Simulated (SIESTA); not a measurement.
Ge:

```xyz
1
Lattice="1.3971 -2.6005 0.0000 1.3971 2.6005 0.0000 0.0000 0.0000 2.6982" Properties=species:S:1:pos:R:3 pbc="T T T"
Ge    1.3971    0.0000    0.0000
```

This isn't the form of Ge at room conditions, which is diamond.

| Property | Result |
| --- | --- |
| Program | SIESTA 5.4.2 |
| Task | single point |
| Functional | PBEsol |
| Potentials or basis | PseudoDojo 0.4 standard (PBEsol files) |
| Basis | DZP (energy shift 0.003 Ry; two zetas on semicore shells) |
| Grid cutoff | 800 Ry |
| Energy shift | 0.003 Ry |
| k mesh | 11 × 11 × 10 |
| Occupations | fermi-dirac, width 0.05 eV |
| Spin | no spin polarisation |

On this cell: pressure -2.6 GPa; band gap on the k mesh none (metal or under the smearing width).

The same run follows on a disturbed copy (cell strained at random at fixed volume):

```xyz
1
Lattice="1.3670 -2.6325 0.0133 1.3601 2.6288 0.0078 0.0204 -0.0029 2.7332" Properties=species:S:1:pos:R:3 pbc="T T T"
Ge    1.4077   -0.0092   -0.0083
```

Question: What does the disturbed cell give?

Answer: The energy (extrapolated to zero smearing) moves by +13.4 meV/atom; pressure -2.0 GPa; band gap on the k mesh none (metal or under the smearing width).

Stress tensor (GPa, compression positive):
```
 2.39 -0.09 -0.31
-0.09 -3.47  0.07
-0.31  0.07 -4.94
```

Caveats: the basis of atomic orbitals isn't converged, which shifts pressures, moduli and gaps.
